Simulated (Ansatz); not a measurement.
# AlP: energy against volume in PBE, exact exchange and the RPA

Aim: the volume at rest and the bulk modulus of AlP built on the zincblende prototype in the random-phase approximation, beside PBE and exact exchange alone.

Code: Ansatz 0.2.0. PBE orbitals, norm-conserving pseudopotentials, plane waves. The values are computed, spin-unpolarised, and not measurements.

## Step 1: The structure to begin with

The cell was relaxed beforehand with r2SCAN; volume changes: +0 %, -5 %, +5 %, -10 %, +10 %.

It is cubic, F-43m (No. 216); a = 5.479 Å in the conventional setting, 20.55 Å³ an atom. Al has 4 P at 2.37 Å; P has 4 Al at 2.37 Å.

As a file:

```cif
data_structure
_symmetry_space_group_name_H-M 'F-43m'
_symmetry_Int_Tables_number 216
_cell_length_a 5.4785
_cell_length_b 5.4785
_cell_length_c 5.4785
_cell_angle_alpha 90.000
_cell_angle_beta 90.000
_cell_angle_gamma 90.000
_cell_volume 164.43
loop_
_atom_site_label
_atom_site_type_symbol
_atom_site_symmetry_multiplicity
_atom_site_Wyckoff_symbol
_atom_site_fract_x
_atom_site_fract_y
_atom_site_fract_z
_atom_site_occupancy
Al1 Al 4 a 0.00000 0.00000 0.00000 1
P1 P 4 d 0.25000 0.25000 0.75000 1
```

## Step 2: The unscaled cell

input.yaml reads:

```yaml
crystal:
  lattice:
    - [0.0, 2.7392571406, 2.7392571406]
    - [2.7392571406, 0.0, 2.7392571406]
    - [2.7392571406, 2.7392571406, 0.0]
  atoms:
    - { symbol: Al, position: [0.0, 0.0, 0.0] }
    - { symbol: P, position: [0.25, 0.25, 0.25] }
kpoints:
  mp_grid: { grid: [6, 6, 6] }
hamiltonian:
  xc: pbe
  pseudopotentials: { kind: nc }
scf:
  occupations: { method: fixed }
output:
  rpa_energy:
    ecut_chi_ladder: [198, 222, 245, 272, 299]
    long_wavelength: optical_limit
basis:
  ecutwfc: 598.650497
```

The program printed (excerpt; [...] marks lines left out):

```text
[...]
Pseudopotentials: kind: nc
Pseudopotential: Al, nc, valence charge 3, recommended cutoff 544.227725 eV (normal), Al.nc.azcp
Pseudopotential: P, nc, valence charge 5, recommended cutoff 598.650497 eV (normal), P.nc.azcp
Functional definition: PBE
[...]
Crystal: 2 atoms, lattice volume = 41.108 Å³
Basis set: ecut = 598.650497 eV, 1363 PW (Γ)
Bands: 8, of which v1, the nominal top of the filled ones, is band 4 counted from 1 (3 counted from 0)
Symmetry: 24 space group operations
Space group: F-43m (ITA 216), of the structure as read, at distance tolerance 3.5e-5 Å
k-points: 16 of 216 (time reversal used)
[...]
SCF iter   1: F=—  HF=-357.240875 eV  |F-HF|=—  |Δ(HF+E_count)|=         —  Δρ=4.45e-2  dr2=1.06e0  ethr=3.10e-3  ⟨swp⟩=5.1  Hψ=937  notcnv=0  defer=27
[...]
SCF iter   6: F=-356.972798 eV  HF=-356.972798 eV  |F-HF|=1.29e-8  |Δ(HF+E_count)|=   5.80e-7  Δρ=8.46e-6  dr2=2.82e-8  ethr=1.25e-9  ⟨swp⟩=6.2  Hψ=833  notcnv=0
[...]
NSCF: frozen V_eff on 16 k-points, pencils in batches of 32, up to order 32
[...]
NSCF: frozen V_eff on 16 k-points
EXX+RPA screening: q 1/16 (q-point 6)
EXX+RPA screening: q 1/16 (q-point 7)
EXX+RPA screening: q 3/16 (q-point 8)
EXX+RPA screening: q 3/16 (q-point 11)
EXX+RPA screening: q 5/16 (q-point 14)
EXX+RPA screening: q 5/16 (q-point 15)
EXX+RPA screening: q 7/16 (q-point 9)
EXX+RPA screening: q 7/16 (q-point 12)
EXX+RPA screening: q 9/16 (q-point 16)
[...]
NSCF: frozen V_eff on 1 k-points
NSCF: frozen V_eff on 1 k-points
SCF converged after 6 iterations
Free energy (F): -356.972798 eV
[...]
E sigma→0 (E₀):  -356.972798 eV
Fermi energy:    4.935590 eV
[...]
--- Band table (eV; the first three rows and the last of 16) ---
  k-point 0: bands = ["-6.5143", "4.9356", "4.9356", "4.9356", "8.1327", "9.4794", "9.4794", "9.4794"]
[...]
  smallest occupied→empty transition 1.597e0 eV, smallest direct gap 3.197e0 eV
  indirect gap at most 1.597e0 eV, over 16 k-points of the mesh
[...]
                  198.00      260.3            198.14        -11.856172
                  222.00      308.1            221.66        -11.917315
                  245.00      357.6            244.81        -11.962444
                  272.00      417.8            271.60        -12.001992
                  299.00      482.9            299.13        -12.032949
[...]
  S(q), 6 of 15 wave vectors   |q| (1/Å)       S_0(q)   S_0 (bands read)   S_RPA(q)   (top rung; structure_factors; the frequency nodes sum S_0 to within 4.3e-8)
    ( 0.0000,  0.0000,  0.1667)    0.33108     0.055427           0.055427   0.021412
    ( 0.0000,  0.1667,  0.1667)    0.38229     0.073040           0.073040   0.028528
    ( 0.0000,  0.1667, -0.1667)    0.54064     0.129216           0.129216   0.055583
    ( 0.0000,  0.1667,  0.3333)    0.63396     0.166185           0.166184   0.075306
    ( 0.0000,  0.0000,  0.3333)    0.66215     0.172119           0.172118   0.080849
    ( 0.0000,  0.3333,  0.3333)    0.76459     0.220270           0.220268   0.107136
  core–valence xc dropped  : E_EXX =      -227.303109 eV   E_EXX+RPA =      -239.543938 eV
  core–valence xc semilocal: E_EXX =      -349.580718 eV   E_EXX+RPA =      -361.821546 eV
```

Run time: 2.5 min. Hardware: 1 × GPU with 2 threads of an x86-64 CPU, shared host; peak host memory 1.7 GiB.

At 20.554 Å³/atom the RPA correlation energy is -6.120 eV/atom, extrapolated in the response cutoff.

## Step 3: Volume -5 %

Edit input.yaml of step 2 so:

```diff
@@ -2,5 +2,5 @@
   lattice:
-    - [0.0, 2.7392571406, 2.7392571406]
-    - [2.7392571406, 0.0, 2.7392571406]
-    - [2.7392571406, 2.7392571406, 0.0]
+    - [0.0, 2.6928200825, 2.6928200825]
+    - [2.6928200825, 0.0, 2.6928200825]
+    - [2.6928200825, 2.6928200825, 0.0]
   atoms:
```

The program printed (excerpt; [...] marks lines left out):

```text
[...]
Pseudopotentials: kind: nc
Pseudopotential: Al, nc, valence charge 3, recommended cutoff 544.227725 eV (normal), Al.nc.azcp
Pseudopotential: P, nc, valence charge 5, recommended cutoff 598.650497 eV (normal), P.nc.azcp
Functional definition: PBE
[...]
Crystal: 2 atoms, lattice volume = 39.053 Å³
Basis set: ecut = 598.650497 eV, 1291 PW (Γ)
Bands: 8, of which v1, the nominal top of the filled ones, is band 4 counted from 1 (3 counted from 0)
Symmetry: 24 space group operations
Space group: F-43m (ITA 216), of the structure as read, at distance tolerance 3.4e-5 Å
k-points: 16 of 216 (time reversal used)
[...]
SCF iter   1: F=—  HF=-357.214116 eV  |F-HF|=—  |Δ(HF+E_count)|=         —  Δρ=4.71e-2  dr2=1.10e0  ethr=3.10e-3  ⟨swp⟩=5.1  Hψ=938  notcnv=0  defer=27
[...]
                  245.00      340.7            245.33        -11.997970
                  272.00      397.8            271.99        -12.038210
                  299.00      459.5            299.43        -12.069702
[...]
  S(q), 6 of 15 wave vectors   |q| (1/Å)       S_0(q)   S_0 (bands read)   S_RPA(q)   (top rung; structure_factors; the frequency nodes sum S_0 to within 5.0e-8)
    ( 0.0000,  0.0000,  0.1667)    0.33678     0.055792           0.055792   0.021601
    ( 0.0000,  0.1667,  0.1667)    0.38889     0.073486           0.073486   0.028774
    ( 0.0000,  0.1667, -0.1667)    0.54997     0.130008           0.130007   0.056066
    ( 0.0000,  0.1667,  0.3333)    0.64489     0.167121           0.167120   0.075950
    ( 0.0000,  0.0000,  0.3333)    0.67357     0.173166           0.173165   0.081558
    ( 0.0000,  0.3333,  0.3333)    0.77777     0.221298           0.221296   0.108019
  core–valence xc dropped  : E_EXX =      -227.199128 eV   E_EXX+RPA =      -239.481772 eV
  core–valence xc semilocal: E_EXX =      -349.534556 eV   E_EXX+RPA =      -361.817200 eV
```

It took 2.4 min on 1 × GPU with 2 threads of an x86-64 CPU, shared host; peak host memory 1.7 GiB.

Correlation energy at 19.526 Å³/atom: -6.141 eV/atom, after extrapolation in the cutoff.

## Step 4: Volume +5 %

Edit input.yaml of step 3 so:

```diff
@@ -2,5 +2,5 @@
   lattice:
-    - [0.0, 2.6928200825, 2.6928200825]
-    - [2.6928200825, 0.0, 2.6928200825]
-    - [2.6928200825, 2.6928200825, 0.0]
+    - [0.0, 2.7841709781, 2.7841709781]
+    - [2.7841709781, 0.0, 2.7841709781]
+    - [2.7841709781, 2.7841709781, 0.0]
   atoms:
```

The program printed (excerpt; [...] marks lines left out):

```text
[...]
Pseudopotentials: kind: nc
Pseudopotential: Al, nc, valence charge 3, recommended cutoff 544.227725 eV (normal), Al.nc.azcp
Pseudopotential: P, nc, valence charge 5, recommended cutoff 598.650497 eV (normal), P.nc.azcp
Functional definition: PBE
[...]
Crystal: 2 atoms, lattice volume = 43.164 Å³
Basis set: ecut = 598.650497 eV, 1459 PW (Γ)
Bands: 8, of which v1, the nominal top of the filled ones, is band 4 counted from 1 (3 counted from 0)
Symmetry: 24 space group operations
Space group: F-43m (ITA 216), of the structure as read, at distance tolerance 3.5e-5 Å
k-points: 16 of 216 (time reversal used)
[...]
SCF iter   1: F=—  HF=-357.214323 eV  |F-HF|=—  |Δ(HF+E_count)|=         —  Δρ=4.22e-2  dr2=1.02e0  ethr=3.10e-3  ⟨swp⟩=5.1  Hψ=937  notcnv=0  defer=26
[...]
                  245.00      376.0            245.05        -11.938899
                  272.00      438.0            271.32        -11.976819
                  299.00      505.9            298.65        -12.006863
[...]
  S(q), 6 of 15 wave vectors   |q| (1/Å)       S_0(q)   S_0 (bands read)   S_RPA(q)   (top rung; structure_factors; the frequency nodes sum S_0 to within 4.4e-8)
    ( 0.0000,  0.0000,  0.1667)    0.32573     0.055163           0.055162   0.021236
    ( 0.0000,  0.1667,  0.1667)    0.37613     0.072725           0.072725   0.028297
    ( 0.0000,  0.1667, -0.1667)    0.53192     0.128607           0.128607   0.055130
    ( 0.0000,  0.1667,  0.3333)    0.62373     0.165454           0.165454   0.074701
    ( 0.0000,  0.0000,  0.3333)    0.65147     0.171259           0.171258   0.080183
    ( 0.0000,  0.3333,  0.3333)    0.75225     0.219467           0.219466   0.106305
  core–valence xc dropped  : E_EXX =      -227.332222 eV   E_EXX+RPA =      -239.542743 eV
  core–valence xc semilocal: E_EXX =      -349.560275 eV   E_EXX+RPA =      -361.770797 eV
```

Run time: 3.2 min. Hardware: 1 × GPU with 2 threads of an x86-64 CPU, shared host; peak host memory 1.8 GiB.

At 21.582 Å³/atom the RPA correlation energy is -6.105 eV/atom, extrapolated in the response cutoff.

## Step 5: Volume -10 %

Edit input.yaml of step 4 so:

```diff
@@ -2,5 +2,5 @@
   lattice:
-    - [0.0, 2.7841709781, 2.7841709781]
-    - [2.7841709781, 0.0, 2.7841709781]
-    - [2.7841709781, 2.7841709781, 0.0]
+    - [0.0, 2.644723691, 2.644723691]
+    - [2.644723691, 0.0, 2.644723691]
+    - [2.644723691, 2.644723691, 0.0]
   atoms:
```

The program printed (excerpt; [...] marks lines left out):

```text
[...]
Pseudopotentials: kind: nc
Pseudopotential: Al, nc, valence charge 3, recommended cutoff 544.227725 eV (normal), Al.nc.azcp
Pseudopotential: P, nc, valence charge 5, recommended cutoff 598.650497 eV (normal), P.nc.azcp
Functional definition: PBE
[...]
Crystal: 2 atoms, lattice volume = 36.997 Å³
Basis set: ecut = 598.650497 eV, 1243 PW (Γ)
Bands: 8, of which v1, the nominal top of the filled ones, is band 4 counted from 1 (3 counted from 0)
Symmetry: 24 space group operations
Space group: F-43m (ITA 216), of the structure as read, at distance tolerance 3.3e-5 Å
k-points: 16 of 216 (time reversal used)
[...]
SCF iter   1: F=—  HF=-357.118256 eV  |F-HF|=—  |Δ(HF+E_count)|=         —  Δρ=5.00e-2  dr2=1.15e0  ethr=3.10e-3  ⟨swp⟩=5.1  Hψ=938  notcnv=0  defer=27
[...]
                  245.00      322.5            245.18        -12.044628
                  272.00      377.1            272.11        -12.086410
                  299.00      433.9            298.81        -12.118048
[...]
  S(q), 6 of 15 wave vectors   |q| (1/Å)       S_0(q)   S_0 (bands read)   S_RPA(q)   (top rung; structure_factors; the frequency nodes sum S_0 to within 5.0e-8)
    ( 0.0000,  0.0000,  0.1667)    0.34291     0.056270           0.056269   0.021803
    ( 0.0000,  0.1667,  0.1667)    0.39596     0.074077           0.074076   0.029038
    ( 0.0000,  0.1667, -0.1667)    0.55997     0.131002           0.131001   0.056583
    ( 0.0000,  0.1667,  0.3333)    0.65662     0.168285           0.168284   0.076638
    ( 0.0000,  0.0000,  0.3333)    0.68582     0.174419           0.174418   0.082316
    ( 0.0000,  0.3333,  0.3333)    0.79191     0.222575           0.222573   0.108960
  core–valence xc dropped  : E_EXX =      -227.001036 eV   E_EXX+RPA =      -239.338572 eV
  core–valence xc semilocal: E_EXX =      -349.403926 eV   E_EXX+RPA =      -361.741463 eV
```

Wall time 3 min (1 × GPU with 2 threads of an x86-64 CPU, shared host); peak host memory 1.6 GiB.

At 18.499 Å³/atom the RPA correlation energy is -6.169 eV/atom, extrapolated in the response cutoff.

## Step 6: Volume +10 %

Edit input.yaml of step 5 so:

```diff
@@ -2,5 +2,5 @@
   lattice:
-    - [0.0, 2.644723691, 2.644723691]
-    - [2.644723691, 0.0, 2.644723691]
-    - [2.644723691, 2.644723691, 0.0]
+    - [0.0, 2.8276806774, 2.8276806774]
+    - [2.8276806774, 0.0, 2.8276806774]
+    - [2.8276806774, 2.8276806774, 0.0]
   atoms:
```

The program printed (excerpt; [...] marks lines left out):

```text
[...]
Pseudopotentials: kind: nc
Pseudopotential: Al, nc, valence charge 3, recommended cutoff 544.227725 eV (normal), Al.nc.azcp
Pseudopotential: P, nc, valence charge 5, recommended cutoff 598.650497 eV (normal), P.nc.azcp
Functional definition: PBE
[...]
Crystal: 2 atoms, lattice volume = 45.219 Å³
Basis set: ecut = 598.650497 eV, 1459 PW (Γ)
Bands: 8, of which v1, the nominal top of the filled ones, is band 4 counted from 1 (3 counted from 0)
Symmetry: 24 space group operations
Space group: F-43m (ITA 216), of the structure as read, at distance tolerance 3.6e-5 Å
k-points: 16 of 216 (time reversal used)
[...]
SCF iter   1: F=—  HF=-357.146740 eV  |F-HF|=—  |Δ(HF+E_count)|=         —  Δρ=4.02e-2  dr2=9.93e-1  ethr=3.10e-3  ⟨swp⟩=5.3  Hψ=940  notcnv=0  defer=26
[...]
                  245.00      393.9            245.06        -11.924343
                  272.00      459.7            271.64        -11.961777
                  299.00      530.2            298.75        -11.990970
[...]
  S(q), 6 of 15 wave vectors   |q| (1/Å)       S_0(q)   S_0 (bands read)   S_RPA(q)   (top rung; structure_factors; the frequency nodes sum S_0 to within 4.3e-8)
    ( 0.0000,  0.0000,  0.1667)    0.32072     0.054989           0.054989   0.021070
    ( 0.0000,  0.1667,  0.1667)    0.37034     0.072528           0.072528   0.028079
    ( 0.0000,  0.1667, -0.1667)    0.52374     0.128162           0.128161   0.054703
    ( 0.0000,  0.1667,  0.3333)    0.61414     0.164909           0.164908   0.074131
    ( 0.0000,  0.0000,  0.3333)    0.64144     0.170567           0.170566   0.079556
    ( 0.0000,  0.3333,  0.3333)    0.74068     0.218867           0.218865   0.105520
  core–valence xc dropped  : E_EXX =      -227.301632 eV   E_EXX+RPA =      -239.491791 eV
  core–valence xc semilocal: E_EXX =      -349.487235 eV   E_EXX+RPA =      -361.677395 eV
```

It took 3.2 min on 1 × GPU with 2 threads of an x86-64 CPU, shared host; peak host memory 1.8 GiB.

Correlation energy at 22.610 Å³/atom: -6.095 eV/atom, after extrapolation in the cutoff.

## Step 7: The three curves

Energies in meV/atom from the unscaled cell:

```csv
volume (Å³/atom),PBE,exact exchange,EXX+RPA,RPA correlation
18.499,84.0,88.4,40.0,-48.4
19.526,23.8,23.1,2.2,-20.9
20.554,0.0,0.0,0.0,0.0
21.582,4.5,10.2,25.4,15.2
22.610,30.8,46.7,72.1,25.3
```

| energy | V₀ (Å³/atom) | B₀ (GPa) | B₀′ |
| --- | --- | --- | --- |
| PBE | 20.877 | 82 | 4.1 |
| exact exchange | 20.716 | 100 | 3.8 |
| EXX+RPA | 20.101 | 94 | 4.0 |

Birch–Murnaghan fits.

What this shows: RPA correlation grows stronger on compression, so it pulls the cell in against exact exchange alone. The log puts the extrapolation error of each correlation energy at up to 1 meV/atom, against 72 meV/atom for the whole EXX+RPA curve; part of it cancels between volumes. EXX+RPA puts the volume -3.7 % from PBE and the bulk modulus +14 %. The 6×6×6 mesh and the pseudopotentials limit these values, and the core-valence term stays semilocal.
